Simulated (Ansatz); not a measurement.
LuH2

```
CELL_PARAMETERS angstrom
0.00000 2.51650 2.51650
2.51650 0.00000 2.51650
2.51650 2.51650 0.00000
ATOMIC_POSITIONS crystal
Lu 0.00000 0.00000 0.00000
H 0.25000 0.25000 0.25000
H 0.75000 0.75000 0.75000
```

Atom numbers follow the list: Lu1, H2, H3.

The cell comes from COD entry 9009021, which wasn't checked; take it as a given geometry.

Spin–orbit coupling is left out, though it moves levels of the heavy atoms by tenths of an eV or more.

All numbers are computed: DFT, LDA, all-electron LAPW, scalar-relativistic (Ansatz 0.2.0); DFT, LDA, PAW with Ansatz's default frozen-core files, scalar-relativistic (Ansatz 0.2.0).

For LAPW: a Γ-centred 8×8×8 k mesh, Fermi–Dirac smearing of 0.02 eV, basis error target 1 meV/atom, no spin polarisation. PAW takes a cutoff of 420 eV at this cell (files made with PBE, cores remade for this functional). The Ansatz runs share mesh, smearing and spin set-up. Values come from LAPW unless marked.

```
Pressure at this cell                                                                                                  : -6.75 GPa
Band gap                                                                                                               : none: with an odd electron count and no spin polarisation the bands can't all be full, a metal in this set-up (in compounds, spin order or a distortion in a larger cell can open a gap)
Density of states at the Fermi level (0.2 eV bin)                                                                      : 0.61 states/eV per cell
Löwdin charges (with 0.03 e of the cell spilling out of the atomic basis, so their sizes and signs hang on that basis) : Lu1 0.28, H2 -0.13 e
Bader charges (from the PAW run)                                                                                       : Lu1 +1.50, H2 -0.75 e
Volume per atom                                                                                                        : 10.62 Å³
```
